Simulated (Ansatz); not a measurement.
## Squeezing and shearing wurtzite SiC, size series (72 atoms)

Aim: relax wurtzite SiC, size series (72 atoms), then change its volume and shape to read moduli from the stress.

Program: Ansatz 0.2.0. Level of theory: Kohn-Sham DFT, PBE, PAW (set soft_2), plane waves. Results are calculated unless marked as measured.

## Step 1: Starting point

The cell holds 72 atoms: 36 Si and 36 C. Its edges and angles: a = 9.228 Å, b = 9.228 Å, c = 10.096 Å, α = 90.0°, β = 90.0°, γ = 120.0°. It derives from SiC (wurtzite), repeated 3×3×2. Wurtzite SiC (a = 3.076 Å, c = 5.048 Å), 3 x 3 x 2 conventional cells; ideal positions.

What the set-up can't give: Sampling is at Γ alone.

## Step 2: Single point at the start

The forces at the start show how far the geometry lies from a minimum of this functional.

Contents of input.yaml:

```yaml
crystal:
  lattice:
    - [9.228, 0.0, 0.0]
    - [-4.614, 7.99168, 0.0]
    - [0.0, 0.0, 10.096]
  atoms:
    - { symbol: Si, position: [0.0, 0.0, 0.0] }
    - { symbol: C, position: [0.11111, 0.22222, 0.0625] }
    - { symbol: Si, position: [0.11111, 0.22222, 0.25] }
    - { symbol: C, position: [0.0, 0.0, 0.3125] }
    - { symbol: Si, position: [0.0, 0.0, 0.5] }
    - { symbol: C, position: [0.11111, 0.22222, 0.5625] }
    - { symbol: Si, position: [0.11111, 0.22222, 0.75] }
    - { symbol: C, position: [0.0, 0.0, 0.8125] }
    - { symbol: Si, position: [0.0, 0.33333, 0.0] }
    - { symbol: C, position: [0.11111, 0.55556, 0.0625] }
    - { symbol: Si, position: [0.11111, 0.55556, 0.25] }
    - { symbol: C, position: [0.0, 0.33333, 0.3125] }
    - { symbol: Si, position: [0.0, 0.33333, 0.5] }
    - { symbol: C, position: [0.11111, 0.55556, 0.5625] }
    - { symbol: Si, position: [0.11111, 0.55556, 0.75] }
    - { symbol: C, position: [0.0, 0.33333, 0.8125] }
    - { symbol: Si, position: [0.0, 0.66667, 0.0] }
    - { symbol: C, position: [0.11111, 0.88889, 0.0625] }
    - { symbol: Si, position: [0.11111, 0.88889, 0.25] }
    - { symbol: C, position: [0.0, 0.66667, 0.3125] }
    - { symbol: Si, position: [0.0, 0.66667, 0.5] }
    - { symbol: C, position: [0.11111, 0.88889, 0.5625] }
    - { symbol: Si, position: [0.11111, 0.88889, 0.75] }
    - { symbol: C, position: [0.0, 0.66667, 0.8125] }
    - { symbol: Si, position: [0.33333, 0.0, 0.0] }
    - { symbol: C, position: [0.44444, 0.22222, 0.0625] }
    - { symbol: Si, position: [0.44444, 0.22222, 0.25] }
    - { symbol: C, position: [0.33333, 0.0, 0.3125] }
    - { symbol: Si, position: [0.33333, 0.0, 0.5] }
    - { symbol: C, position: [0.44444, 0.22222, 0.5625] }
    - { symbol: Si, position: [0.44444, 0.22222, 0.75] }
    - { symbol: C, position: [0.33333, 0.0, 0.8125] }
    - { symbol: Si, position: [0.33333, 0.33333, 0.0] }
    - { symbol: C, position: [0.44444, 0.55556, 0.0625] }
    - { symbol: Si, position: [0.44444, 0.55556, 0.25] }
    - { symbol: C, position: [0.33333, 0.33333, 0.3125] }
    - { symbol: Si, position: [0.33333, 0.33333, 0.5] }
    - { symbol: C, position: [0.44444, 0.55556, 0.5625] }
    - { symbol: Si, position: [0.44444, 0.55556, 0.75] }
    - { symbol: C, position: [0.33333, 0.33333, 0.8125] }
    - { symbol: Si, position: [0.33333, 0.66667, 0.0] }
    - { symbol: C, position: [0.44444, 0.88889, 0.0625] }
    - { symbol: Si, position: [0.44444, 0.88889, 0.25] }
    - { symbol: C, position: [0.33333, 0.66667, 0.3125] }
    - { symbol: Si, position: [0.33333, 0.66667, 0.5] }
    - { symbol: C, position: [0.44444, 0.88889, 0.5625] }
    - { symbol: Si, position: [0.44444, 0.88889, 0.75] }
    - { symbol: C, position: [0.33333, 0.66667, 0.8125] }
    - { symbol: Si, position: [0.66667, 0.0, 0.0] }
    - { symbol: C, position: [0.77778, 0.22222, 0.0625] }
    - { symbol: Si, position: [0.77778, 0.22222, 0.25] }
    - { symbol: C, position: [0.66667, 0.0, 0.3125] }
    - { symbol: Si, position: [0.66667, 0.0, 0.5] }
    - { symbol: C, position: [0.77778, 0.22222, 0.5625] }
    - { symbol: Si, position: [0.77778, 0.22222, 0.75] }
    - { symbol: C, position: [0.66667, 0.0, 0.8125] }
    - { symbol: Si, position: [0.66667, 0.33333, 0.0] }
    - { symbol: C, position: [0.77778, 0.55556, 0.0625] }
    - { symbol: Si, position: [0.77778, 0.55556, 0.25] }
    - { symbol: C, position: [0.66667, 0.33333, 0.3125] }
    - { symbol: Si, position: [0.66667, 0.33333, 0.5] }
    - { symbol: C, position: [0.77778, 0.55556, 0.5625] }
    - { symbol: Si, position: [0.77778, 0.55556, 0.75] }
    - { symbol: C, position: [0.66667, 0.33333, 0.8125] }
    - { symbol: Si, position: [0.66667, 0.66667, 0.0] }
    - { symbol: C, position: [0.77778, 0.88889, 0.0625] }
    - { symbol: Si, position: [0.77778, 0.88889, 0.25] }
    - { symbol: C, position: [0.66667, 0.66667, 0.3125] }
    - { symbol: Si, position: [0.66667, 0.66667, 0.5] }
    - { symbol: C, position: [0.77778, 0.88889, 0.5625] }
    - { symbol: Si, position: [0.77778, 0.88889, 0.75] }
    - { symbol: C, position: [0.66667, 0.66667, 0.8125] }
kpoints:
  mp_grid: { grid: [1, 1, 1] }
hamiltonian:
  xc: pbe
scf:
  occupations: { method: fermi_dirac, width: 0.025 }
output:
  forces: true
```

Command:

```sh
> ansatz run input.yaml --threads 4 --pin off --max-ram 8192MiB --backend cpu --events-out ev --progress --plain --runs-dir out
```

Numbers of over 12 decimals in the logs are rounded to 6 here.

Log:

```text
Warning: the atoms were moved onto the symmetric positions of the space group found under crystal.symmetry.tolerance 1.0e-5 (fractional; no operation is sought that the atoms, as they stand in a round, miss by more than twice it, and no atom is moved by as much as it), and the run uses the moved positions. [...]
[...]
Pseudopotentials: kind: paw
Pseudopotential: Si, paw, valence charge 4, recommended cutoff 420 eV (normal), Si.paw.azcp
Pseudopotential: C, paw, valence charge 4, recommended cutoff 420 eV (normal), C.paw.azcp
[... 5 lines on functional and potentials left out ...]
Crystal: 72 atoms, lattice volume = 744.552 Å³
Basis set: ecut = 420 eV, 14493 PW (Γ), exchange–correlation on 128×128×144 points (8 copies of the dense FFT grid, shifted against one another)
Bands: 216, of which v1, the nominal top of the filled ones, is band 144 counted from 1 (143 counted from 0)
Symmetry: 216 space group operations
Space group: P63mc (ITA 186), of the structure as read, at distance tolerance 9.1e-5 Å
k-points: 1
[... 5 lines on functional and potentials left out ...]
Initial density: superposition of atomic densities (neutral atoms: chi_scale 0, normalization atom), corrected by the library's trained network
Initial wavefunctions: pseudopotential atomic-orbital guess
[...]
SCF iter   1: F=—  HF=-31928.359131 eV  |F-HF|=—  |Δ(HF+E_count)|=         —  Δρ=6.10e-3  dr2=1.86e-1  ethr=1.77e-3  ⟨swp⟩=6.0  Hψ=881  notcnv=0  defer=44
preconditioner: auto → Resta (q_TF=auto, 2.329 Å⁻¹)  ε∞=4.9  [insulator: Δε(μ)=2.224 eV  Ē_g=11.650 eV  σ=0.025 eV  W_gap=1.00  n_scr=156 (ndim 8)  ℏωp=23.1 eV  f_vac=0.000  D(μ)=0.00/eV (n_scr^D=0)  ε∞_Penn≈4.9]
SCF iter   2: F=—  HF=-31928.326313 eV  |F-HF|=—  |Δ(HF+E_count)|=   3.28e-2  Δρ=3.05e-3  dr2=3.61e-2  ethr=6.47e-5  ⟨swp⟩=2.0  Hψ=320  notcnv=0  defer=64
SCF iter   3: F=—  HF=-31928.325046 eV  |F-HF|=—  |Δ(HF+E_count)|=   1.27e-3  Δρ=7.50e-4  dr2=2.86e-3  ethr=1.25e-5  ⟨swp⟩=1.0  Hψ=152  notcnv=0  defer=14
automatic band count: iteration 3 solves 166 bands in place of 216: the levels show a gap, and the empty bands left out lie too high to hold charge; the band table lists the bands solved (type scf.n_extra_bands for more)
SCF iter   4: F=—  HF=-31928.325425 eV  |F-HF|=—  |Δ(HF+E_count)|=   3.79e-4  Δρ=1.15e-4  dr2=7.53e-5  ethr=9.94e-7  ⟨swp⟩=2.0  Hψ=296  notcnv=0  defer=14
SCF iter   5: F=—  HF=-31928.326656 eV  |F-HF|=—  |Δ(HF+E_count)|=   1.23e-3  Δρ=1.28e-5  dr2=1.21e-6  ethr=2.61e-8  ⟨swp⟩=2.0  Hψ=277  notcnv=0  defer=14
SCF iter   6: F=-31928.326657 eV  HF=-31928.326657 eV  |F-HF|=5.20e-8  |Δ(HF+E_count)|=   1.27e-6  Δρ=2.78e-6  dr2=5.11e-8  ethr=3.47e-11  ⟨swp⟩=5.0  Hψ=664  notcnv=0
SCF 1 converged in 6 iterations: F = -31928.326657 eV  dr2 = 5.11e-8
[...]
SCF converged after 6 iterations
Free energy (F): -31928.326657 eV
Harris-Foulkes:  -31928.326657 eV  (|F-HF|=5.20e-8)
Internal energy: -31928.326657 eV  (E = F + TS)
E sigma→0 (E₀):  -31928.326657 eV
Fermi energy:    10.820718 eV
--- Per-component energies (eV) ---
[...]
Σ components = -31928.326657   (vs F -31928.326657, Δ=0.00e0)
--- Forces (eV/Å), atoms counted from 1 ---
  atom   1  Si     0.00000000     0.00000000     0.23432335
  atom   2  C     -0.00000000    -0.00000000    -0.23431447
  atom   3  Si    -0.00000000     0.00000000     0.23432335
  atom   4  C      0.00000000    -0.00000000    -0.23431447
[...]
atom  72  C      0.00000000    -0.00000000    -0.23431447
  max |Σ_I F_I| component: 3.20e-4 eV/Å
```

Run time: 2.7 s. Hardware: 4 threads of Arm Neoverse V1, shared host; peak memory 0.79 GiB; 9.5 s of CPU time.

The program notes that positions were snapped to a detected symmetry.

The r.m.s. force at the start is 0.14 eV/Å.

## Step 3: Cell and atoms relaxed

The cell is relaxed with the atoms, since the starting lattice needn't suit this functional.

Contents of input.yaml:

```yaml
crystal:
  lattice:
    - [9.228, 0.0, 0.0]
    - [-4.614, 7.99168, 0.0]
    - [0.0, 0.0, 10.096]
  atoms:
    [... the 72 atom lines of step 2 ...]
kpoints:
  mp_grid: { grid: [1, 1, 1] }
hamiltonian:
  xc: pbe
scf:
  occupations: { method: fermi_dirac, width: 0.025 }
output:
  forces: true
relax:
  f_tol: 0.05
  max_steps: 150
  cell: {}
```

Log:

```text
[...]
Crystal: 72 atoms, lattice volume = 744.552 Å³
Basis set: ecut = 420 eV, 14493 PW (Γ), exchange–correlation on 128×128×144 points (8 copies of the dense FFT grid, shifted against one another)
Bands: 216, of which v1, the nominal top of the filled ones, is band 144 counted from 1 (143 counted from 0)
Symmetry: 216 space group operations
[...]
k-points: 1
[...]
SCF iter   1: F=—  HF=-31928.359126 eV  |F-HF|=—  |Δ(HF+E_count)|=         —  Δρ=6.10e-3  dr2=1.86e-1  ethr=1.77e-3  ⟨swp⟩=6.0  Hψ=881  notcnv=0  defer=44
[...]
SCF iter   5: F=—  HF=-31928.326656 eV  |F-HF|=—  |Δ(HF+E_count)|=   1.25e-3  Δρ=1.27e-5  dr2=1.20e-6  ethr=2.58e-8  ⟨swp⟩=2.0  Hψ=277  notcnv=0  defer=64
SCF iter   6: F=-31928.326657 eV  HF=-31928.326657 eV  |F-HF|=4.46e-8  |Δ(HF+E_count)|=   1.34e-6  Δρ=2.63e-6  dr2=4.51e-8  ethr=3.47e-11  ⟨swp⟩=4.0  Hψ=652  notcnv=0
SCF 1 converged in 6 iterations: F = -31928.326657 eV  dr2 = 4.51e-8
[...]
relax step   1: F+E_penalty+E_count = -31928.32665732 eV  Δ(F+E_penalty+E_count) = +0.000e0 eV  max|allowed force component| = 2.343e-1 eV/Å  Δτ_max = 0.0000 Å  P = +4.230 GPa  Ω = 744.552 Å³  (6 SCF iters, dr2 threshold 1.00e-7 eV, accepted)
[...]
relax step   2: F+E_penalty+E_count = -31928.52788498 eV  Δ(F+E_penalty+E_count) = -2.012e-1 eV  max|allowed force component| = 4.382e-2 eV/Å  Δτ_max = 0.0092 Å  P = +1.744 GPa  Ω = 752.358 Å³  energy of the carried Pulay correction = -1.513e-2 eV  (5 SCF iters, dr2 threshold 7.20e-6 eV, accepted)
[...]
relax step   3: F+E_penalty+E_count = -31928.58728542 eV  Δ(F+E_penalty+E_count) = -5.940e-2 eV  max|allowed force component| = 3.597e-2 eV/Å  Δτ_max = 0.0013 Å  P = +0.433 GPa  Ω = 756.960 Å³  energy of the carried Pulay correction = -2.398e-2 eV  (4 SCF iters, dr2 threshold 7.20e-6 eV, accepted)
[...]
relax step   4: F+E_penalty+E_count = -31928.58963124 eV  Δ(F+E_penalty+E_count) = -2.346e-3 eV  max|allowed force component| = 8.793e-3 eV/Å  Δτ_max = 0.0009 Å  P = +0.005 GPa  Ω = 758.475 Å³  energy of the carried Pulay correction = -2.688e-2 eV  (4 SCF iters, dr2 threshold 2.92e-6 eV, accepted)
[...]
relax step   5: F+E_penalty+E_count = -31928.58968240 eV  Δ(F+E_penalty+E_count) = -5.116e-5 eV  max|allowed force component| = 1.429e-4 eV/Å  Δτ_max = 0.0002 Å  P = -0.001 GPa  Ω = 758.497 Å³  energy of the carried Pulay correction = -2.693e-2 eV  (4 SCF iters, dr2 threshold 1.13e-8 eV, accepted)
relax step   6: F+E_penalty+E_count = -31928.62346872 eV  Δ(F+E_penalty+E_count) = -3.379e-2 eV  max|allowed force component| = 5.252e-5 eV/Å  Δτ_max = 0.0000 Å  P = +0.059 GPa  Ω = 758.497 Å³  stress off target by 7.05e-2 GPa  SCF on the basis re-selected at this cell (its energy is not comparable with the rows above)  (4 SCF iters)
[...]
relax step   7: F+E_penalty+E_count = -31928.62313361 eV  Δ(F+E_penalty+E_count) = +3.351e-4 eV  max|allowed force component| = 2.641e-6 eV/Å  Δτ_max = 0.0000 Å  P = +0.000 GPa  Ω = 758.702 Å³  energy of the carried Pulay correction = -3.766e-4 eV  (4 SCF iters, dr2 threshold 1.24e-8 eV, accepted)
[...]
relax step   8: F+E_penalty+E_count = -31928.62313362 eV  Δ(F+E_penalty+E_count) = -1.648e-9 eV  max|allowed force component| = 1.416e-7 eV/Å  Δτ_max = 0.0000 Å  P = +0.000 GPa  Ω = 758.702 Å³  stress off target by 9.80e-4 GPa  SCF on the basis re-selected at this cell (its energy is not comparable with the rows above)  (4 SCF iters)
[...]
SCF converged after 4 iterations
Free energy (F): -31928.623134 eV
[...]
Internal energy: -31928.623134 eV  (E = F + TS)
E sigma→0 (E₀):  -31928.623134 eV
Fermi energy:    10.632512 eV
[...]
Σ components = -31928.623134   (vs F -31928.623134, Δ=0.00e0)
[...]
atom  72  C     -0.00000000    -0.00000000    -0.00000059
  max |Σ_I F_I| component: 3.22e-5 eV/Å
--- Stress (GPa, compression-positive) ---
        0.000241       0.000000       0.000000
        0.000000       0.000241       0.000000
        0.000000       0.000000       0.000980
  P = ⅓ Tr σ = 0.0005 GPa (0.005 kbar)
--- Relaxed structure (6 steps of the walk, 6 accepted, 2 SCFs on fresh bases) ---
  F+E_penalty+E_count = -31928.62313362 eV   max|allowed force component| = 1.416e-7 eV/Å   (the final SCF, on the basis selected at the relaxed cell)
  cell:  # Å, volume = 758.7023 Å³
    - [9.311082, 0, 0]
    - [-4.655541, 8.063634, 1.4646110044743608e-18]
    - [0, 1.8502630806902e-18, 10.105095]
  atoms:
    - { symbol: Si, position: [-3.774454755994043e-17, -1.8991044625953348e-17, 0.000849962] }
    - { symbol: C, position: [0.111111, 0.222222, 0.061650] }
    - { symbol: Si, position: [0.111111, 0.222222, 0.250850] }
    - { symbol: C, position: [-3.7764416281281e-17, -1.9030782068634506e-17, 0.311650] }
[...]
- { symbol: C, position: [0.666667, 0.666667, 0.811650] }
```

The job ended after 24 s (4 threads; peak memory 0.8 GiB).

The relaxation converged after 6 steps, with a largest force component of 0 eV/Å.

(Continued in part 2 of 3.)

[Logs are printed without paths, hosts, clocks, repeated set-up lines and the standing remarks that a program may print on its own settings, such as how far it seeks lower states.]

[Hosts, paths, dates, database ids (printed as entryN), source tags and the programs' standing remarks are cut or masked in the printed files.]
